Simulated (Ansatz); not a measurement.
# Sb: equation of state with PBE0

Crystal: Sb.

```
CELL_PARAMETERS angstrom
-1.57654 1.57654 2.71194
1.57654 -1.57654 2.71194
1.57654 1.57654 -2.71194
ATOMIC_POSITIONS crystal
Sb 0.00000 0.00000 0.00000
```

This isn't the form of Sb at room conditions, which is rhombohedral.

```json
{"Program": "Ansatz 0.2.0", "Task": "equation of state", "Functional": "PBE0", "Potentials or basis": "Ansatz PAW", "Cutoff": "420 eV", "Density cutoff": "1680 eV", "k mesh": "8 × 8 × 8", "Occupations": "fermi-dirac, width 0.05 eV", "Spin": "no spin polarisation"}
```

```json
{
 "Equilibrium volume": "26.70 Å³/atom",
 "Bulk modulus at fixed shape and positions": "70 GPa",
 "Pressure derivative of the bulk modulus": "5.6 (rough: it moves with the points fitted)"
}
```

Energy against volume, from the lowest point:
| volume (Å³/atom) | energy (meV/atom) |
| --- | --- |
| 25.344 | 16.20 |
| 25.883 | 5.33 |
| 26.423 | 0.13 |
| 26.962 | 0.00 |
| 27.501 | 4.40 |
| 28.040 | 12.86 |
| 28.580 | 24.38 |

All runs of the series together: 3 min on 2 threads of AMD EPYC 7R13 Processor (Zen 3), on a shared host.

Caveat: the cell was scaled at fixed shape and fractional positions, which overstates the stiffness of a crystal with free parameters, most of all of layers and chains; the PAW data sets were made with another functional, which shifts forces and pressure a little. Spin-orbit coupling is left out, which matters for the levels of Sb.
